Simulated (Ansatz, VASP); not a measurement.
# Two plane-wave programs on C

```
C
1.0
     0.00000    1.86716    1.65505
     1.86716    0.00000    1.65505
     1.86716    1.86716    0.00000
C
2
Direct
  0.50000 0.50000 0.50000
  0.75000 0.75000 0.75000
```

Alike in both runs: task single point; functional LDA; k mesh 12 × 12 × 12; occupations gaussian, width 0.05 eV; no spin polarisation.

|  | VASP | Ansatz |
| --- | --- | --- |
| version | VASP 6.6.1 | Ansatz 0.2.0 |
| potentials or method | VASP PAW LDA potentials, release 64 (C) | scalar-relativistic, plane waves, PAW |
| plane-wave cutoff (eV) | 520 | 520 |
| valence electrons in the cell | 8 | 8 |

VASP gave:

| Property | Result |
| --- | --- |
| gap on the k mesh at the Fermi level (eV) | 1.21 |
| least direct gap on the mesh (eV) | 3.62 |
| pressure (GPa) | -18.4 |
| largest component of the traceless stress (GPa) | 63.85 |

Q: Estimate Ansatz's values.

A: gap on the k mesh at the Fermi level (eV): 1.23; least direct gap on the mesh (eV): 3.62; pressure (GPa): -19.8; largest component of the traceless stress (GPa): 63.96.

Ansatz warned: «pseudo_functional_mismatch».

Caveats: so large a pressure means that the cell lies far from this level's equilibrium, or that cutoff or potentials fall short (VASP).
